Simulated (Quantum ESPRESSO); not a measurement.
# Au (Cmcm) in Quantum ESPRESSO: equation of state

Aim: energy against volume of Au in PBEsol, for its equilibrium volume and stiffness.

Program: Quantum ESPRESSO 7.5. These are calculated values, not measurements. Logs are shortened: lines on timing, memory, paths and dates and some standing lists are left out, and cuts for length are marked.

## Step 1: Starting point

Symmetry: Cmcm, No. 63, orthorhombic system. The conventional cell has a = 2.823 Å, b = 5.112 Å, c = 4.893 Å, α = 90.00°, β = 90.00°, γ = 90.00°. Au (site symmetry m2m) has 12 Au at 2.82 to 2.97 Å as nearest neighbours.

This isn't the form of Au at room conditions, which is fcc.

## Step 2: Single point, PBEsol, 16.59 Å³/atom

The input, pw.in:

```
&CONTROL
  calculation = 'scf'
  prefix = 'pwscf'
  outdir = './tmp'
  pseudo_dir = './pseudo'
  tprnfor = .true.
  tstress = .true.
  disk_io = 'nowf'
/
&SYSTEM
  ibrav = 0
  nat = 2
  ntyp = 1
  ecutwfc = 45
  ecutrho = 360
  nbnd = 18
  occupations = 'smearing'
  smearing = 'fd'
  degauss = 0.00367493
/
&ELECTRONS
  conv_thr = 4d-10
  electron_maxstep = 120
  mixing_beta = 0.5
/
ATOMIC_SPECIES
Au   196.9666 au_pbesol_v1.uspp.F.UPF
CELL_PARAMETERS angstrom
   1.3824996368   -2.5037564861    0.0000000000
   1.3824996368    2.5037564861    0.0000000000
   0.0000000000    0.0000000000    4.7932809775
ATOMIC_POSITIONS crystal
Au     0.3346720300    0.6653279700    0.2500000000
Au     0.6653279700    0.3346720300    0.7500000000
K_POINTS automatic
11 11 6 0 0 0
```

Potentials or basis: GBRV 1.5 PBEsol.

Launch:

```console
$ OMP_NUM_THREADS=1 mpirun -n 2 pw.x -nk 2 -in pw.in > pw.out
```

pw.out:

```text
This program is part of the open-source Quantum ESPRESSO suite
     for quantum simulation of materials; please cite
[... 6 lines left out ...]
     using ibrav=0 with symmetry is DISCOURAGED, use correct ibrav instead

     K-points division:     npool     =       2
     Subspace diagonalization in iterative solution of the eigenvalue problem:
     a serial algorithm will be used

     G-vector sticks info
     --------------------
     sticks:   dense  smooth     PW     G-vecs:    dense   smooth      PW
     Sum         711     359    121                25909     9193    1847

     Using Slab Decomposition

     bravais-lattice index     =            0
     lattice parameter (alat)  =       5.4048  a.u.
     unit-cell volume          =     223.9322 (a.u.)^3
     number of atoms/cell      =            2
     number of atomic types    =            1
     number of electrons       =        22.00
     number of Kohn-Sham states=           18
     kinetic-energy cutoff     =      45.0000  Ry
     charge density cutoff     =     360.0000  Ry
     scf convergence threshold =      4.0E-10
     mixing beta               =       0.5000
     number of iterations used =            8  plain     mixing
     Exchange-correlation= SLA  PW   PSX  PSC
                           (   1   4  10   8   0   0   0)

     celldm(1)=   5.404782  celldm(2)=   0.000000  celldm(3)=   0.000000
     celldm(4)=   0.000000  celldm(5)=   0.000000  celldm(6)=   0.000000

     crystal axes: (cart. coord. in units of alat)
               a(1) = (   0.483377  -0.875412   0.000000 )
               a(2) = (   0.483377   0.875412   0.000000 )
               a(3) = (   0.000000   0.000000   1.675921 )

     reciprocal axes: (cart. coord. in units 2 pi/alat)
               b(1) = (  1.034390 -0.571159  0.000000 )
               b(2) = (  1.034390  0.571159 -0.000000 )
               b(3) = ( -0.000000  0.000000  0.596687 )

     PseudoPot. # 1 for Au read from file:
     au_pbesol_v1.uspp.F.UPF
     Pseudo is Ultrasoft + core correction, Zval = 11.0
     Generated by new atomic code, or converted to UPF format
     Using radial grid of  985 points,  7 beta functions with:
                l(1) =   0
                l(2) =   0
                l(3) =   1
                l(4) =   1
                l(5) =   2
                l(6) =   2
                l(7) =   3
     Q(r) pseudized with  6 coefficients,  rinner =    1.900   1.900   1.900
                                                       1.900   1.900   1.900
                                                       1.900

     atomic species   valence    mass     pseudopotential
     Au               11.00   196.96660     Au( 1.00)

      8 Sym. Ops., with inversion, found ( 4 have fractional translation)

   Cartesian axes

     site n.     atom                  positions (alat units)
         1        Au     tau(   1) = (   0.4833767   0.2894603   0.4189802  )
         2        Au     tau(   2) = (   0.4833767  -0.2894603   1.2569407  )

     number of k points=   144  Fermi-Dirac smearing, width (Ry)=  0.0037

     Number of k-points >= 100: set verbosity='high' to print them.

     Dense  grid:    25909 G-vectors     FFT dimensions: (  36,  36,  60)

     Smooth grid:     9193 G-vectors     FFT dimensions: (  24,  24,  40)

     Initial potential from superposition of free atoms

     starting charge      21.9998, renormalised to      22.0000
     Starting wfcs are   18 randomized atomic wfcs

     Self-consistent Calculation

     iteration #  1     ecut=    45.00 Ry     beta= 0.50
     Davidson diagonalization with overlap
     ethr =  1.00E-02,  avg # of iterations =  4.8

     Threshold (ethr) on eigenvalues was too large:
     Diagonalizing with lowered threshold

     Davidson diagonalization with overlap
     ethr =  6.54E-04,  avg # of iterations =  1.1

     total energy              =    -229.46057790 Ry
     estimated scf accuracy    <       0.14417969 Ry

     iteration #  2     ecut=    45.00 Ry     beta= 0.50
     Davidson diagonalization with overlap
     ethr =  6.55E-04,  avg # of iterations =  2.0

     total energy              =    -229.49695917 Ry
     estimated scf accuracy    <       0.00822519 Ry

     iteration #  3     ecut=    45.00 Ry     beta= 0.50
     Davidson diagonalization with overlap
     ethr =  3.74E-05,  avg # of iterations =  3.0

     total energy              =    -229.49797496 Ry
     estimated scf accuracy    <       0.00069971 Ry

     iteration #  4     ecut=    45.00 Ry     beta= 0.50
     Davidson diagonalization with overlap
     ethr =  3.18E-06,  avg # of iterations =  4.9

     total energy              =    -229.49805770 Ry
     estimated scf accuracy    <       0.00007457 Ry

     iteration #  5     ecut=    45.00 Ry     beta= 0.50
     Davidson diagonalization with overlap
     ethr =  3.39E-07,  avg # of iterations =  2.1

     total energy              =    -229.49807283 Ry
     estimated scf accuracy    <       0.00000179 Ry

     iteration #  6     ecut=    45.00 Ry     beta= 0.50
     Davidson diagonalization with overlap
     ethr =  8.13E-09,  avg # of iterations =  4.6

     total energy              =    -229.49807457 Ry
     estimated scf accuracy    <       0.00000001 Ry

     iteration #  7     ecut=    45.00 Ry     beta= 0.50
     Davidson diagonalization with overlap
     ethr =  6.62E-11,  avg # of iterations =  4.9

     total energy              =    -229.49807459 Ry
     estimated scf accuracy    <       0.00000005 Ry

     iteration #  8     ecut=    45.00 Ry     beta= 0.50
     Davidson diagonalization with overlap
     ethr =  6.62E-11,  avg # of iterations =  2.0

     End of self-consistent calculation

     Number of k-points >= 100: set verbosity='high' to print the bands.

     the Fermi energy is    15.9721 ev

!    total energy              =    -229.49807460 Ry
     estimated scf accuracy    <          2.0E-10 Ry
     smearing contrib. (-TS)   =      -0.00052990 Ry
     internal energy E=F+TS    =    -229.49754470 Ry

     The total energy is F=E-TS. E is the sum of the following terms:
     one-electron contribution =      23.15468958 Ry
     hartree contribution      =      16.32777038 Ry
     xc contribution           =    -124.01405961 Ry
     ewald contribution        =    -144.96594505 Ry

     convergence has been achieved in   8 iterations

     Forces acting on atoms (cartesian axes, Ry/au):

     atom    1 type  1   force =    -0.00000000   -0.00164965    0.00000000
     atom    2 type  1   force =     0.00000000    0.00164965    0.00000000

     Total force =     0.002333     Total SCF correction =     0.000044

     Computing stress (Cartesian axis) and pressure

          total   stress  (Ry/bohr**3)                   (kbar)     P=       47.97
   0.00059904   0.00000000   0.00000000           88.12        0.00        0.00
   0.00000000   0.00019566   0.00000000            0.00       28.78        0.00
   0.00000000   0.00000000   0.00018348            0.00        0.00       26.99

=------------------------------------------------------------------------------=
   JOB DONE.
=------------------------------------------------------------------------------=
```

Wall time 31 s (2 MPI ranks of Arm Neoverse V1, shared host); peak memory 0.3 GiB.

Results:

| Property | Result |
| --- | --- |
| Free energy | -3122.4804 eV |
| Pressure | 4.8 GPa |
| Largest force | 0.042 eV/Å |
| Band gap on the k mesh | none (metal or under the smearing width) |

## Step 3: Single point, PBEsol, 16.94 Å³/atom

pw.in, as its differences from that of step 2:

```diff
@@ -28,5 +28,5 @@
 CELL_PARAMETERS angstrom
-   1.3824996368   -2.5037564861    0.0000000000
-   1.3824996368    2.5037564861    0.0000000000
-   0.0000000000    0.0000000000    4.7932809775
+   1.3922358705   -2.5213891550    0.0000000000
+   1.3922358705    2.5213891550    0.0000000000
+   0.0000000000    0.0000000000    4.8270375896
 ATOMIC_POSITIONS crystal
```

Potentials or basis: GBRV 1.5 PBEsol.

Launch:

```console
$ OMP_NUM_THREADS=1 mpirun -n 2 pw.x -nk 2 -in pw.in > pw.out
```

Wall time 33 s (2 MPI ranks of Arm Neoverse V1, shared host); peak memory 0.3 GiB.

Results (log left out):

```yaml
Free_energy: -3122.4929 eV
Pressure: 0.8 GPa
Largest_force: 0.035 eV/Å
Band_gap_on_the_k_mesh: none (metal or under the smearing width)
```

## Step 4: Single point, PBEsol, 17.30 Å³/atom

pw.in, as its differences from that of step 3:

```diff
@@ -28,5 +28,5 @@
 CELL_PARAMETERS angstrom
-   1.3922358705   -2.5213891550    0.0000000000
-   1.3922358705    2.5213891550    0.0000000000
-   0.0000000000    0.0000000000    4.8270375896
+   1.4018378006   -2.5387785952    0.0000000000
+   1.4018378006    2.5387785952    0.0000000000
+   0.0000000000    0.0000000000    4.8603285560
 ATOMIC_POSITIONS crystal
```

Launch:

```console
$ OMP_NUM_THREADS=1 mpirun -n 2 pw.x -nk 2 -in pw.in > pw.out
```

It took 36 s on 2 MPI ranks of Arm Neoverse V1, shared host; peak memory 0.32 GiB.

It converged, with:

```
Free energy            : -3122.4890 eV
Pressure               : -2.7 GPa
Largest force          : 0.028 eV/Å
Band gap on the k mesh : none (metal or under the smearing width)
```

## Step 5: Single point, PBEsol, 17.65 Å³/atom

pw.in, as its differences from that of step 4:

```diff
@@ -28,5 +28,5 @@
 CELL_PARAMETERS angstrom
-   1.4018378006   -2.5387785952    0.0000000000
-   1.4018378006    2.5387785952    0.0000000000
-   0.0000000000    0.0000000000    4.8603285560
+   1.4113099650   -2.5559330250    0.0000000000
+   1.4113099650    2.5559330250    0.0000000000
+   0.0000000000    0.0000000000    4.8931696100
 ATOMIC_POSITIONS crystal
```

Launch:

```console
$ OMP_NUM_THREADS=1 mpirun -n 2 pw.x -nk 2 -in pw.in > pw.out
```

Run time: 36 s. Hardware: 2 MPI ranks of Arm Neoverse V1, shared host; peak memory 0.32 GiB.

It converged, with:

| Item | Value |
| --- | --- |
| Free energy | -3122.4708 eV |
| Pressure | -5.7 GPa |
| Largest force | 0.021 eV/Å |
| Band gap on the k mesh | none (metal or under the smearing width) |

## Step 6: Single point, PBEsol, 18.00 Å³/atom

pw.in, as its differences from that of step 5:

```diff
@@ -28,5 +28,5 @@
 CELL_PARAMETERS angstrom
-   1.4113099650   -2.5559330250    0.0000000000
-   1.4113099650    2.5559330250    0.0000000000
-   0.0000000000    0.0000000000    4.8931696100
+   1.4206566610   -2.5728602271    0.0000000000
+   1.4206566610    2.5728602271    0.0000000000
+   0.0000000000    0.0000000000    4.9255756512
 ATOMIC_POSITIONS crystal
```

Potentials or basis: GBRV 1.5 PBEsol.

Launch:

```console
$ OMP_NUM_THREADS=1 mpirun -n 2 pw.x -nk 2 -in pw.in > pw.out
```

It took 36 s on 2 MPI ranks of Arm Neoverse V1, shared host; peak memory 0.32 GiB.

Results (log left out):

```yaml
Free_energy: -3122.4403 eV
Pressure: -8.3 GPa
Largest_force: 0.013 eV/Å
Band_gap_on_the_k_mesh: none (metal or under the smearing width)
```

## Step 7: Single point, PBEsol, 18.36 Å³/atom

pw.in, as its differences from that of step 6:

```diff
@@ -28,5 +28,5 @@
 CELL_PARAMETERS angstrom
-   1.4206566610   -2.5728602271    0.0000000000
-   1.4206566610    2.5728602271    0.0000000000
-   0.0000000000    0.0000000000    4.9255756512
+   1.4298819627   -2.5895675798    0.0000000000
+   1.4298819627    2.5895675798    0.0000000000
+   0.0000000000    0.0000000000    4.9575608049
 ATOMIC_POSITIONS crystal
```

Launch:

```console
$ OMP_NUM_THREADS=1 mpirun -n 2 pw.x -nk 2 -in pw.in > pw.out
```

Run time: 41 s. Hardware: 2 MPI ranks of Arm Neoverse V1, shared host; peak memory 0.32 GiB.

Results (log left out):

```yaml
Free_energy: -3122.3990 eV
Pressure: -10.5 GPa
Largest_force: 0.006 eV/Å
Band_gap_on_the_k_mesh: none (metal or under the smearing width)
```

## Step 8: Single point, PBEsol, 18.71 Å³/atom

pw.in, as its differences from that of step 7:

```diff
@@ -28,5 +28,5 @@
 CELL_PARAMETERS angstrom
-   1.4298819627   -2.5895675798    0.0000000000
-   1.4298819627    2.5895675798    0.0000000000
-   0.0000000000    0.0000000000    4.9575608049
+   1.4389897367   -2.6060620855    0.0000000000
+   1.4389897367    2.6060620855    0.0000000000
+   0.0000000000    0.0000000000    4.9891384766
 ATOMIC_POSITIONS crystal
```

Launch:

```console
$ OMP_NUM_THREADS=1 mpirun -n 2 pw.x -nk 2 -in pw.in > pw.out
```

Wall time 39 s (2 MPI ranks of Arm Neoverse V1, shared host); peak memory 0.34 GiB.

It converged, with:

* Free energy: -3122.3486 eV
* Pressure: -12.5 GPa
* Band gap on the k mesh: none (metal or under the smearing width)

## Step 9: Equation of state, PBEsol

Potentials or basis: GBRV 1.5 PBEsol.

This step only gathers the single runs of the series.

What came out:

- Equilibrium volume: 17.03 Å³/atom
- Bulk modulus at fixed shape and positions: 173 GPa
- Pressure derivative of the bulk modulus: 5.8

Energy against volume, from the lowest point:
| volume (Å³/atom) | energy (meV/atom) |
| --- | --- |
| 16.592 | 6.25 |
| 16.945 | 0.00 |
| 17.298 | 1.96 |
| 17.651 | 11.05 |
| 18.004 | 26.31 |
| 18.357 | 46.92 |
| 18.710 | 72.14 |

Caveat: the cell was scaled at fixed shape and fractional positions, which overstates the stiffness of a crystal with free parameters, most of all of layers and chains. The run has no spin-orbit coupling, so splittings on Au are missing.
